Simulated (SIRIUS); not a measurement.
Crystal: MnO.

```
Mn O
1.0
     0.00000    2.22391    2.22391
     2.22391    0.00000    2.22391
     2.22391    2.22391    0.00000
Mn O
1 1
Direct
  0.00000 0.00000 0.00000
  0.50000 0.50000 0.50000
```

The cell is a database's computed one.

Base run:

| Quantity | Value |
| --- | --- |
| Program | SIRIUS 7.10.0 |
| Functional | LDA |
| Potentials or basis | PseudoDojo 0.4.1 PBE standard (scalar relativistic) |
| Cutoff | 1307 eV |
| Density cutoff | 5227 eV |
| k mesh | 7 × 7 × 7 |
| Occupations | fermi-dirac, width 0.05 eV |
| Spin | collinear spin, ferromagnetic start |
| Starting moments | [4.0, 0.0] μB |
| Hubbard terms | Mn d U = 6 eV |

Its results: pressure -0.7 GPa; net moment 5.00 μB per cell.

Q: After a change of settings the same cell gave: pressure 1.6 GPa; net moment 5.00 μB per cell. Which change was it?
A. hubbard terms from Mn d U = 6 eV to none; hubbard projectors from orthogonalised atomic orbitals to none; start of the occupations from the program's own to none
B. hubbard terms from Mn d U = 6 eV to Mn d U = 8 eV
C. hubbard terms from Mn d U = 6 eV to Mn d U = 4 eV

A: B.

Caveats: the potentials were made for another functional, which shifts forces and pressure; a cell with one magnetic atom can't hold antiferromagnetic order, which such compounds often take.
